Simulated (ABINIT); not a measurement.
Pb:

```xyz
1
Lattice="0.0000 2.4750 2.4750 2.4750 0.0000 2.4750 2.4750 2.4750 0.0000" Properties=species:S:1:pos:R:3 pbc="T T T"
Pb    0.0000    0.0000    0.0000
```

Base run:

```yaml
Program: ABINIT 10.8.3 (patched build)
Functional: PBEsol
Potentials_or_basis: PseudoDojo NC SR PBEsol v0.4 stringent
Cutoff: 1197 eV
k_mesh: 9 × 9 × 9
Occupations: fermi-dirac, width 0.05 eV
Spin: no spin polarisation
```

Its results: band gap on the k mesh none (metal or under the smearing width); pressure -0.7 GPa.

**Question.** The run is repeated on the same cell with these changes: functional from PBEsol to PBE; potentials or basis from PseudoDojo NC SR PBEsol v0.4 stringent to PseudoDojo NC SR PBE v0.4.1 standard; cutoff from 1197 eV to 762 eV; valence electrons from 22 to 14. What comes out?

**Answer.** Band gap on the k mesh none (metal or under the smearing width); pressure 2.3 GPa.

Caveats: spin-orbit coupling is left out, which moves the levels of the heavy elements.
